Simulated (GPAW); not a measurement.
The system is AlCo.

```
CELL_PARAMETERS angstrom
2.81940 0.00000 0.00000
0.00000 2.81940 0.00000
0.00000 0.00000 2.81940
ATOMIC_POSITIONS crystal
Co 0.50000 0.50000 0.50000
Al 0.00000 0.00000 0.00000
```

The cell is a database's computed one.

Base run:

```yaml
Program: GPAW 26.7.0
Functional: PBEsol
Potentials_or_basis: PAW data sets generated in the run's folder for this functional
Cutoff: 600 eV
Basis: pw
k_mesh: 9 × 9 × 9
Occupations: fermi-dirac, width 0.05 eV
Spin: collinear spin, ferromagnetic start
Starting_moments: "[2.0, 0.0] μB"
Hubbard_terms: Co d U = 2 eV
```

Its results: pressure 0.2 GPa; net moment 0.06 μB per cell; site moments Co +0.09; Al -0.01 μB.

The run is repeated on the same cell with these changes: hubbard terms from Co d U = 2 eV to Co d U = 6 eV. What comes out?

Pressure 25.8 GPa; net moment 1.41 μB per cell; site moments Co +1.58; Al -0.07 μB.

Caveats: the U is typed as a test and isn't derived for this compound.

Not every run made on this cell is shown here.
